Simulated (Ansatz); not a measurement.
A run of Ansatz 0.2.0 is set up as follows.

The input input.yaml:

```yaml
crystal:
  lattice:
    - [3.335484782, 0.0, 0.0]
    - [-1.667742391, 2.8886145552, 0.0]
    - [0.0, 0.0, 5.50914292]
  atoms:
    - { symbol: In, position: [0.6666666667, 0.3333333333, 0.75] }
    - { symbol: In, position: [0.3333333333, 0.6666666667, 0.25] }
hamiltonian:
  xc: pbe
  pseudopotentials: { kind: nc, accuracy: standard }
kpoints:
  mp_grid: { grid: [9, 9, 5] }
  band_path:
    path:
      - [[0.0, 0.0, 0.0], [0.5, 0.0, 0.0], [0.3333333333, 0.3333333333, 0.0], [0.0, 0.0, 0.0], [0.0, 0.0, 0.5], [0.5, 0.0, 0.5], [0.3333333333, 0.3333333333, 0.5], [0.0, 0.0, 0.5]]
      - [[0.5, 0.0, 0.5], [0.5, 0.0, 0.0]]
      - [[0.3333333333, 0.3333333333, 0.0], [0.3333333333, 0.3333333333, 0.5]]
    npoints: 14
scf:
  occupations: { method: fermi_dirac, width: 0.05 }
  n_extra_bands: 6
output:
  forces: true
  stress: true
  eigenvalues: true
  fatbands: true
```

Potentials or basis: PseudoDojo standard (PBE files).

Launch:

```bash
$ ansatz run input.yaml --threads 2 --pin off --max-ram 5632MiB --backend cpu --events-out ev --progress --plain --runs-dir out
```

Estimate the band gap on the k mesh.

none (metal or under the smearing width).

What does it give for the pressure?

1.5 GPa.

Stress tensor (GPa, compression positive):
```
1.57 0.00 0.00
0.00 1.57 0.00
0.00 0.00 1.23
```

Caveat: spin-orbit coupling is left out, which moves the levels of the heavy elements.
